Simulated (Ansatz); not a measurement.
KI:

```
I K
1.0
     0.00000    3.53277    3.53277
     3.53277    0.00000    3.53277
     3.53277    3.53277    0.00000
I K
1 1
Direct
  0.50000 0.50000 0.50000
  0.00000 0.00000 0.00000
```

Base run:

* Program: Ansatz 0.2.0
* Functional: r2SCAN
* Potentials or basis: Ansatz PAW
* Cutoff: 500 eV (not typed: the program's choice for these potentials)
* k mesh: 7 × 7 × 7
* Occupations: fermi-dirac, width 0.05 eV
* Spin: no spin polarisation

Its results: band gap on the k mesh 4.61 eV, direct; pressure 0.1 GPa.

Q: The run is repeated on the same cell with these changes: functional from r2SCAN to PBEsol; cutoff from 500 eV (not typed: the program's choice for these potentials) to 420 eV (not typed: the program's choice for these potentials). What comes out?

A: Band gap on the k mesh 3.82 eV, direct; pressure -0.3 GPa.

r2SCAN gives the wider gap, since meta-GGAs in the generalised Kohn-Sham scheme recover part of the derivative discontinuity.

Caveats: spin-orbit coupling is left out, which moves the levels of the heavy elements; the PAW data sets come from PBE, with cores solved anew for the run's functional, which leaves a small shift of forces and pressure.
